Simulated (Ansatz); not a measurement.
The system is Ge.

```xyz
2
Lattice="-2.5745 2.5745 1.3974 2.5745 -2.5745 1.3974 2.5745 2.5745 -1.3974" Properties=species:S:1:pos:R:3 pbc="T T T"
Ge    0.0000    0.0000    1.3974
Ge    2.5745    0.0000    0.6987
```

This isn't the form of Ge at room conditions, which is diamond.

Program: Ansatz 0.2.0. Alike in all runs: cell as given; basis error allowed 0.001 eV/atom.

**Question.** Order these runs on this cell by their pressure, lowest first.
A. level LDA; potentials or basis all-electron LAPW, relativistic spinors; spin SOC, no magnetisation; k mesh 8 × 8 × 8; cutoff (eV) 255; smearing fermi-dirac 0.05 eV
B. level PBEsol; potentials or basis all-electron LAPW, scalar-relativistic; spin off; k mesh 11 × 11 × 11; cutoff (eV) 255; smearing fermi-dirac 0.05 eV
C. level PBE; potentials or basis all-electron LAPW, scalar-relativistic; spin off; k mesh 11 × 11 × 11; cutoff (eV) 254; smearing gaussian 0.02 eV

**Answer.** A (-2.6 GPa), B (-0.6 GPa), C (3.3 GPa).

Caveats: the k mesh is thin for a metal, which can move the energy by tens of meV per atom (some runs).
